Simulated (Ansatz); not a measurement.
# Te, fcc: geometry optimisation

The calculation used Ansatz, DFT, PBEsol, plane waves (420 eV) with PAW, scalar-relativistic. (PAW data from PBE, frozen cores regenerated.)

k-point mesh 11×11×11, Fermi-Dirac smearing 0.1 eV, no spin polarisation. Cell and atoms relax.

Starting structure:

```xyz
1
Lattice="0.0000 2.4339 2.4339 2.4339 0.0000 2.4339 2.4339 2.4339 0.0000" Properties=species:S:1:pos:R:3 pbc="T T T"
Te    0.0000    0.0000    0.0000
```

Question: The pressure at the start is -4.0 GPa. By how much does the volume change?

Answer: From 28.84 to 26.83 Å³ per atom, -7.0 %. The final cell has a = 4.752 Å.

Question: How much energy does the relaxation gain?

Answer: 26.7 meV per atom.

Path of the relaxation (the plane waves are chosen anew near the end, which can shift the energy a little):

| step | E − E(final) (meV/atom) | V (Å³/atom) | P (GPa) | max force (eV/Å) |
| --- | --- | --- | --- | --- |
| 0 | 26.75 | 28.837 | -3.97 | 0.000 |
| 1 | 1.25 | 26.348 | 1.23 | 0.000 |
| 2 | -0.38 | 26.896 | -0.17 | 0.000 |
| 3 | -0.43 | 26.828 | -0.01 | 0.000 |
| 4 | 0.00 | 26.828 | -0.01 | 0.000 |
